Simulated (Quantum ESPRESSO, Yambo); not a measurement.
Planning a run of Yambo 5.3.0 on BaS (Fm-3m). The input:

```
HF_and_locXC
gw0
dyson
ppa
em1d
rim_cut
RandQpts= 1000000
RandGvec= 1 RL
EXXRLvcs= 40 Ry
VXCRLvcs= 160 Ry
Chimod= "HARTREE"
% BndsRnXp
 1 | 167 |
%
NGsBlkXp= 13 Ry
% LongDrXp
 1 | 0 | 0 |
%
% GbndRnge
 1 | 167 |
%
DysSolver= "n"
ExtendOut
PPAPntXp= 27.21138 eV
% QPkrange
 1 | 1 | 7 | 10 |
 7 | 7 | 7 | 10 |
%
```

```sh
OMP_NUM_THREADS=1 mpirun -n 4 yambo -F gw6.in -J gw6 -C gw6 > gw6.log
```

The stored states that it reads are on a 4×4×4 mesh. The structure is cubic, space group Fm-3m (No. 225). The conventional cell has a = 6.388 Å, b = 6.388 Å, c = 6.388 Å, α = 90.00°, β = 90.00°, γ = 90.00°. Ba has 6 S at 3.19 Å nearest. Nearest to S lie 6 Ba at 3.19 Å. Farther neighbours and most contacts between anions are not listed.

Question: Estimate wall time and host memory on 4 MPI ranks of Arm Neoverse V2, shared host.

It took 1.7 min; on shared hardware allow 51 s to 3.4 min. Peak host memory was 1.4 GiB.

The screening grows as filled bands × empty bands × pairs of k points, times the square of the screening basis for the matrix.

[Paths, hosts, dates, memory and timing lines, banners, echoed tables and standing remarks are left out of the program output.]

[Logs are printed without paths, hosts, clocks, repeated set-up lines and the standing remarks that a program may print on its own settings, such as how far it seeks lower states.]

[Runs of the session that timed out or met a known fault of the program may be left out.]

[Hosts, paths, dates, database ids (printed as entryN), source tags and the programs' standing remarks are cut or masked in the printed files.]
